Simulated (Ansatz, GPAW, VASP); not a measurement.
GaAs: 3 runs at one level of theory

```
As Ga
1.0
     0.00000    2.82685    2.82685
     2.82685    0.00000    2.82685
     2.82685    2.82685    0.00000
As Ga
1 1
Direct
  0.75000 0.75000 0.75000
  0.00000 0.00000 0.00000
```

Alike in all runs: task single point; functional PBE; k mesh 8 × 8 × 8; occupations gaussian, width 0.023 eV; no spin polarisation; no spin-orbit coupling. Pressure is positive in compression and, in plane waves, holds the error of the finite cutoff.

```
                        program and potentials  plane-wave cutoff (eV)                                   notes  band gap (eV)  pressure (GPa)
          VASP, PBE PAW files As, Ga_d, 520 eV                     520  9 valence electrons an atom on average           0.52            3.46
    GPAW, GPAW PAW data sets (gpaw-data 1.2.1)                     600  4 valence electrons an atom on average           0.59            4.33
Ansatz, all-electron LAPW, scalar-relativistic                       -                                       -           0.52            3.27
```

The band gap spans 0.52 (VASP, PBE PAW files As, Ga_d, 520 eV) to 0.59 eV (GPAW, GPAW PAW data sets (gpaw-data 1.2.1)), with all-electron results at 0.52. The pressure spans 3.27 (Ansatz, all-electron LAPW, scalar-relativistic) to 4.33 GPa (GPAW, GPAW PAW data sets (gpaw-data 1.2.1)), with all-electron results at 3.27. Spin-orbit coupling, left out here, moves the band edges of heavy atoms.

The functional is the same throughout but for its coding, so the spread measures potentials, basis and numerics; runs on potential files found faulty are left out.
